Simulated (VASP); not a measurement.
## Zn: phonons with LDA

Crystal: Zn.

```
Zn
1.0
     2.55886    0.00000    0.00000
    -1.27943    2.21604    0.00000
     0.00000    0.00000    4.84553
Zn
2
Direct
  0.33333 0.66667 0.25000
  0.66667 0.33333 0.75000
```

```yaml
Program: VASP 6.6.1
Task: phonons
Functional: LDA
Potentials_or_basis: VASP PAW LDA potentials, release 64 (Zn)
Cutoff: 600 eV
k_mesh: 30 × 30 × 14
Occupations: methfessel-paxton, width 0.2 eV
Spin: no spin polarisation
By_perturbation_theory: no
Further_INCAR_settings: ALGO = Fast; EDIFF = 1e-08; IBRION = 6; POTIM = 0.015; NSW = 1
```

| Property | Result |
| --- | --- |
| Relaxed volume | 13.68 Å³/atom |
| Relaxed cell | a = 2.568 Å, b = 2.568 Å, c = 4.790 Å, α = 90.00°, β = 90.00°, γ = 120.00° |
| Space group after relaxing (to 0.05 Å) | P6_3/mmc (No. 194) |
| Highest phonon frequency at Γ | 155 cm⁻¹ |

Step by step:
```tsv
step	energy change (eV)	largest force (eV/Å)	pressure (GPa)	volume (Å³)
1	0.0000	0.0000	0.11	27.48
2	-0.0006	0.0000	-0.27	27.51
3	-0.0008	0.0000	-0.57	27.54
4	-0.0011	0.0000	-0.15	27.40
5	-0.0011	0.0000	-0.03	27.36
6	-0.0011	0.0000	-0.05	27.37
7	-0.0011	0.0000	-0.02	27.36
8	-0.0011	0.0000	0.00	27.36
```

Final structure:
```xyz
2
Lattice="2.5680 0.0000 0.0000 -1.2840 2.2239 0.0000 0.0000 0.0000 4.7902" Properties=species:S:1:pos:R:3 pbc="T T T"
Zn    0.0000    1.4826    1.1976
Zn    1.2840    0.7413    3.5927
```

Phonon frequencies in cm⁻¹ (negative: imaginary):
```
              q point      frequencies
(0.000, 0.000, 0.000)  0 0 0 77 77 155
```

It took 15 min on 2 MPI ranks on Intel(R) Xeon(R) 6975P-C (Granite Rapids), with other jobs on the host, peak memory 2.5 GiB a rank.
